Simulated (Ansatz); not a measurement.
Crystal: Pb.

```
CELL_PARAMETERS angstrom
3.03861 -1.75032 0.00000
3.03861 1.75032 0.00000
-2.11546 0.00000 6.09522
ATOMIC_POSITIONS crystal
Pb 0.90851 0.90851 0.72629
Pb 0.09149 0.09149 0.27371
```

This isn't the form of Pb at room conditions, which is fcc.

```yaml
Program: Ansatz 0.2.0
Task: single point
Functional: PBEsol
Potentials_or_basis: all-electron LAPW, scalar-relativistic
Cutoff: 174 eV (chosen from the basis error)
Basis_error_allowed: 0.001 eV/atom
k_mesh: 9 × 9 × 5
Occupations: fermi-dirac, width 0.05 eV
Spin: no spin polarisation
```

On this cell: pressure -1.8 GPa; largest force 0.137 eV/Å; band gap on the k mesh none (metal or under the smearing width).

The same run follows on a disturbed copy (atoms moved at random, drawn with an rms of 0.05 Å):

```
CELL_PARAMETERS angstrom
3.03861 -1.75032 0.00000
3.03861 1.75032 0.00000
-2.11546 0.00000 6.09522
ATOMIC_POSITIONS crystal
Pb 0.89920 0.91261 0.72889
Pb 0.09341 0.08248 0.27147
```

Question: What changes?

Answer: The energy (extrapolated to zero smearing) moves by +2.6 meV/atom; pressure -1.9 GPa; largest force 0.195 eV/Å; band gap on the k mesh none (metal or under the smearing width).

Forces on the atoms (eV/Å):
```
Pb   0.027 -0.010 -0.192
Pb  -0.027  0.010  0.192
```

Stress tensor (GPa, compression positive):
```
-1.88 -0.06 -0.02
-0.06 -1.91 -0.11
-0.02 -0.11 -1.85
```
